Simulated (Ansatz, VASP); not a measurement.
# Two plane-wave programs on MgO2

```
Mg O
1.0
    -1.98722    1.98722    2.34604
     1.98722   -1.98722    2.34604
     1.98722    1.98722   -2.34604
Mg O
2 4
Cartesian
  0.0000 0.0000 1.1730
  0.0000 0.0000 3.5191
  0.4917 2.4789 0.0000
  1.4956 -0.4917 2.3460
  1.4956 0.4917 0.0000
  0.4917 1.4956 2.3460
```

Alike in both runs: functional PBEsol; k mesh 8 × 8 × 8; no spin polarisation.

Ansatz relaxed the structure, and its values are those at the end. VASP's run is a single point on that final structure, the one shown.

|  | VASP | Ansatz |
| --- | --- | --- |
| version | VASP 6.6.1 | Ansatz 0.2.0 |
| potentials or method | VASP PAW PBE potentials, release 64 (Mg, O) | scalar-relativistic, plane waves, PAW |
| plane-wave cutoff (eV) | 520 | 600 |
| occupations | gaussian, width 0.01 eV | fixed |
| valence electrons in the cell | 28 | 44 |

```csv
,VASP,Ansatz,Ansatz less VASP
gap on the k mesh at the Fermi level (eV),3.86,3.91,+0.052
least direct gap on the mesh (eV),4.88,4.93,+0.046
rms of the force components (eV/Å),0.132,0.000,-0.1321
```

The two sets of potentials don't hold the same shells in valence.

Caveats: the PAW data sets were made with another functional, which shifts forces and pressure a little (VASP). A k mesh can miss the band edges.
